ABINIT 10.8.3, PBE with PseudoDojo NC SR PBE v0.5 stringent pseudopotentials: harmonic phonons of fcc aluminium at 16.60 Å³ per atom. Cutoff 435 eV, Γ-centred 8×8×8 k mesh, Methfessel–Paxton smearing of 0.1 eV, 2×2×2 q mesh, acoustic sum rule imposed. Phonon q rows 1, 2 and 3 are (0, 0, 0), (½, 0, 0) and (½, ½, 0) in reciprocal lattice vectors.

| row | phonon q row (row) | phonon frequency (cm⁻¹) |
| --- | --- | --- |
| 1 | 1 | 0.0 |
| 2 | 1 | 0.0 |
| 3 | 1 | 0.0 |
| 4 | 2 | 139.6 |
| 5 | 2 | 139.6 |
| 6 | 2 | 317.1 |
| 7 | 3 | 159.2 |
| 8 | 3 | 159.2 |
| 9 | 3 | 344.7 |

## Two magnitudes to remember

The atoms of aluminium vibrate at up to a few hundred cm⁻¹, and a spring of about 20 N/m between nearest neighbours is enough to give that scale. The second magnitude belongs to the electrons. Between neighbouring points of the k mesh used here, the energy of an electron near the Fermi level can jump by 4 to 5 eV, while the smearing that should bridge such jumps is 0.1 eV wide.

The first magnitude, together with a count of the stretched bonds, explains much of the pattern of the table. The second is likely to be part of the reason why rows 7 to 9 break it.

## What the nine rows are

The crystal has one atom per cell, so each wave vector carries three vibrations. The column "phonon q row" numbers the wave vectors: 1 is Γ, where all atoms move together, 2 is the zone-boundary point L, and 3 is the zone-boundary point X. The frequencies at Γ are zero because moving the whole crystal stretches no bond. This zero was also imposed on the calculation, so rows 1 to 3 are no test of its quality.

At L and at X there is a pair of equal frequencies with a single higher one above it. In the pair the atoms move sideways to the wave (transverse), in two directions that symmetry makes equivalent. In the single mode they move along the wave (longitudinal).

## The opposite limit: neighbouring planes in antiphase

Γ is the limit in which no atom moves against its neighbours. L and X are the opposite limit, in which each atomic plane moves against the next one. Only the bonds between opposed planes are then stretched, and the frequency follows from counting them.

Take a spring of stiffness K on each nearest-neighbour bond. If each atom is displaced by u, two opposed atoms differ by 2u. A bond at angle θ to the motion then pulls back with a force 2Ku cos²θ along the motion. Adding up the bonds gives the total stiffness, which equals Mω², with M the atomic mass and ω the angular frequency.

At X the planes are stacked along a cube edge, and 8 of an atom's 12 neighbours lie in opposed planes.

- Longitudinal: all 8 bonds lie at 45° to the motion, so the stiffness is 8 × 2 × ½ K = 8K.
- Transverse: 4 of the bonds lie at 45° and the other 4 at right angles, so the stiffness is 4 × 2 × ½ K = 4K.

At L the close-packed planes move against each other, and only 6 neighbours lie in opposed planes. These bonds point steeply across the planes, with cos²θ = 2/3 for longitudinal motion and an average of 1/6 for transverse motion. The stiffnesses are therefore 8K and 2K.

This is why the longitudinal mode lies on top at both points: the bonds between opposed planes resist being pushed together more than being sheared. The count also makes two sharper predictions. The longitudinal frequency should be the same at L and X, and the transverse one should rise by a factor √2 from L to X, because twice the stiffness opposes the shear.

## The prediction for X, worked in full

The spring constant was fitted to the three L modes alone; the X modes took no part. In squared wavenumbers the fit gives K/M = 12255 cm⁻². The transverse frequency at X should then be √(4 × 12255) ≈ 221 cm⁻¹, and the longitudinal one √(8 × 12255) ≈ 313 cm⁻¹.

At L the single spring does fairly well. It comes within about 1% of the computed longitudinal frequency and puts the transverse one about 12% too high. At X it fails: the computed transverse pair lies 28% below the prediction and the longitudinal mode 10% above it. A stiffer or softer spring would move both predictions the same way, so no choice of K repairs both.

## A test that spares the simple model

A real bond can also have a stiffness against sideways displacement, which the L frequencies make slightly negative here, and atoms feel more than their nearest neighbours. The gap between the longitudinal and transverse squared frequencies can be compared at L and X without knowing the size of either refinement. Assume that a nearest-neighbour bond is equally stiff in both sideways directions. Its stiffness then splits into a part that is equal in all directions and an extra part K along the bond. The equal part adds the same amount to all three modes at a given wave vector, so it drops out of the gap. Second neighbours move in phase at X and stretch nothing there, while at L they change the stiffness by the same amount in all directions.

What remains is the extra stiffness K along the nearest-neighbour bond. It gives a gap of 8K − 4K = 4K at X and 8K − 2K = 6K at L, so the gap at X should be two thirds of that at L. In the table it is 1.15 times as large. The break at X is therefore more than a flaw of the crudest spring picture. The printed analysis below compares the computed frequencies with both versions of the model.

## Is it aluminium or the calculation?

Forces in a metal reach beyond second neighbours, because the mobile electrons carry a disturbance from atom to atom. A bond in this crystal may also be stiffer in one sideways direction than in the other. Some real departure from the two-thirds rule is therefore to be expected. Measured frequencies, recalled here only roughly, show how much. At L they are near 140 and 320 cm⁻¹, close to the table; at X they are near 190 and 320 cm⁻¹.

For the transverse pair at X, the measured value lies about midway between the spring prediction and the computed 159 cm⁻¹. Counted from the one-spring value, roughly half of that break thus belongs to aluminium and half to the calculation. The version with a sideways stiffness predicts 209.8 cm⁻¹ and leaves the larger share to the calculation. For the longitudinal mode, measurement stays close to the spring value, and most of the excess comes from the calculation. The rise of the longitudinal frequency from L to X in the table should therefore not be read as a property of the metal.

## Why the electron mesh is the likely culprit

A phonon frequency in a metal is what remains of a large cancellation. Displacing the positive ions sets up strong electric forces between them, and the electrons shift to screen most of these forces. Electrons near the Fermi level respond most readily, because empty states lie just above them. If these electrons are poorly sampled, the screening is wrong, and the small remainder suffers most.

Treating the electrons as free shows how poor the sampling is. Three electrons in 16.60 Å³ fill states up to a wave number k of about 1.7 Å⁻¹ and an energy E of about 12 eV. The mesh points are about 0.34 Å⁻¹ apart. Since E grows as k², one step in the steepest direction changes the energy by 2EΔk/k, which is the 4 to 5 eV quoted at the start.

The same estimate puts only about 20 of the 512 mesh points within 0.1 eV of the Fermi level. Symmetry makes up to 48 mesh points equivalent, so these 20 may stand for only one or a few independent points. The response of the whole Fermi surface then hangs on whether a few points happen to fall close to it.

The estimate shows that the mesh is too coarse to be trusted for this response. It does not give the size or the sign of the error in any one mode, so the link to the break at X remains an inference. The direct test is to repeat the calculation on denser meshes and see whether the transverse pair at X rises and the longitudinal mode falls.

## What to do with such a table

The order of the modes can be used: longitudinal above transverse at both L and X, as bond counting and measurement agree. The frequencies at L and X should not go into a heat capacity or a thermal expansion until they have settled with the mesh. Those at L agree with measurement, but they come from the same coarse mesh, so part of the agreement may be luck. Nor do good values at L vouch for X, because each wave vector links different electron states across the Fermi surface. A convergence test for a metal should therefore follow several wave vectors.

Printed output of the fit:

```
fit of w2 on 3 rows (qi == 2): coefficient of nk 12255 +/- 628; rms 4349, worst 4 5022, leave-one-out rms 13751
  rows outside the fit (model, value, miss): 1 0, 0, 0; 2 0, 0, 0; 3 0, 0, 0; 7 49021, 25345, 23676; 8 49021, 25345, 23676; 9 98041, 118818, -20777
frequencies in 1/cm:
  row  computed  one spring  computed less one spring  with sideways stiffness  computed less sideways model  rough measured  computed less rough measured
    1         0           0                         0                        0                             0               0                             0
    2         0           0                         0                        0                             0               0                             0
    3         0           0                         0                        0                             0               0                             0
    4     139.6       156.6                    -16.96                    139.6                             0             140                          -0.4
    5     139.6       156.6                    -16.96                    139.6                             0             140                          -0.4
    6     317.1       313.1                     3.984                    317.1                             0             320                          -2.9
    7     159.2       221.4                    -62.21                    209.8                        -50.56             190                         -30.8
    8     159.2       221.4                    -62.21                    209.8                        -50.56             190                         -30.8
    9     344.7       313.1                     31.58                    313.1                         31.58             320                          24.7
spring constant K from L, N/m: 19.52
sideways stiffness over stiffness along the bond, percent: -4.873
longitudinal over transverse frequency at L, springs give 2: 2.271
longitudinal over transverse frequency at X, springs give 1.41: 2.165
transverse X over transverse L, springs give 1.41: 1.14
splitting of squared frequencies X over L, springs give 0.67: 1.153
same splitting ratio from rough measured values: 0.8007
transverse X against one spring, percent: -28.1
longitudinal X against one spring, percent: 10.09
free-electron energy step between mesh points at the Fermi level, steepest direction, eV: 4.478
free-electron states of one spin within 0.1 eV of the Fermi level on the full 512-point mesh: 19.77
```
